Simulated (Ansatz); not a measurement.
**Sb under changes of volume**

One of the cells (26.962 Å³/atom); the others are scaled copies at fixed shape and fractional positions:

```xyz
1
Lattice="-1.5765 1.5765 2.7119 1.5765 -1.5765 2.7119 1.5765 1.5765 -2.7119" Properties=species:S:1:pos:R:3 pbc="T T T"
Sb    0.0000    0.0000    0.0000
```

This isn't the form of Sb at room conditions, which is rhombohedral.

```yaml
Program: Ansatz 0.2.0
Functional: PBEsol
Potentials_or_basis: Ansatz PAW
Cutoff: "420 eV (not typed: the program's choice for these potentials)"
k_mesh: 12 × 12 × 12
Occupations: fermi-dirac, width 0.05 eV
Spin: no spin polarisation
```

```tsv
volume (Å³/atom)	energy over the lowest point (meV/atom)	pressure (GPa)
25.344	10.34	3.2
25.883	2.53	1.5
26.423	0.00	0.0
26.962	2.16	-1.3
27.501	8.52	-2.4
28.040	?	?
28.580	32.05	-4.4
```

Question: What does the run at 28.040 Å³/atom give?

Answer: Energy over the lowest point 18.62 meV/atom; pressure -3.5 GPa.

Worked out: A Birch-Murnaghan fit of order 3 (a polynomial in V^(-2/3)) to the other rows has its minimum at 26.43 Å³/atom with B0 = V·E''(V) = 68 GPa and B' = 4.6 at fixed shape and positions, which overstates the stiffness. It gives 18.61 meV/atom at 28.040 Å³/atom, against the run's 18.62, and -dE/dV = -3.5 GPa, against -3.5.

Energies are extrapolated to zero smearing.

Caveats: the PAW data sets come from PBE, with cores solved anew for the run's functional, which leaves a small shift of forces and pressure.
